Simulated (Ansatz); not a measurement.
Input of an Ansatz 0.2.0 run:

The input input.yaml:

```yaml
crystal:
  lattice:
    - [-1.443, 1.443, 1.443]
    - [1.443, -1.443, 1.443]
    - [1.443, 1.443, -1.443]
  atoms:
    - { symbol: Fe, position: [0.0, 0.0, 0.0], spin: 3.0 }
kpoints:
  mp_grid: { grid: [13, 13, 13] }
scf:
  occupations: { method: gaussian, width: 0.015 }
hamiltonian:
  xc: pbe
  pseudopotentials: { kind: all_electron, lapw: { basis_error: 0.001 } }
magnetization:
  spin_polarized: true
output:
  forces: true
  stress: true
  eigenvalues: true
```

Potentials or basis: all-electron LAPW, scalar-relativistic.

Run with:

```console
$ ansatz run input.yaml --threads 2 --pin off --max-ram 6144MiB --backend cpu --events-out ev --progress --plain --runs-dir out
```

(1) Predict the site moments.

(2) Estimate the pressure.

Answers

(1) Fe +2.31 μB.

(2) -9.8 GPa.
